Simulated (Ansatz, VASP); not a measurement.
# Two plane-wave programs on MgO

```xyz
2
Lattice="2.9347 0.0264 -0.0015 -1.4445 2.3895 0.0311 -0.0014 0.0320 2.6253" Properties=species:S:1:pos:R:3 pbc="T T T"
Mg    0.0237    0.0114    0.0141
O    -0.0092    1.6063    1.3188
```

Change from the starting cell: all atoms moved at random, cell strained at random.

Alike in both runs: task single point; functional PBEsol; k mesh 12 × 12 × 10; occupations gaussian, width 0.02 eV; no spin polarisation.

|  | VASP | Ansatz |
| --- | --- | --- |
| version | VASP 6.6.1 | Ansatz 0.2.0 |
| potentials or method | VASP PAW PBE potentials, release 64 (Mg, O) | scalar-relativistic, plane waves, PAW |
| plane-wave cutoff (eV) | 520 | 420 |
| valence electrons in the cell | 8 | 16 |

```tsv
	VASP	Ansatz	Ansatz less VASP
gap on the k mesh at the Fermi level (eV)	3.48	3.48	0.000
least direct gap on the mesh (eV)	3.91	3.91	-0.002
pressure (GPa)	8.7	9.1	+0.36
largest component of the traceless stress (GPa)	8.26	8.15	-0.111
rms of the force components (eV/Å)	0.175	0.172	-0.0029
```

Atom by atom the forces differ by 0.003 eV/Å (rms over components). The two sets of potentials don't hold the same shells in valence.

Caveats: the PAW data sets were made with another functional, which shifts forces and pressure a little (VASP). A k mesh can miss the band edges.
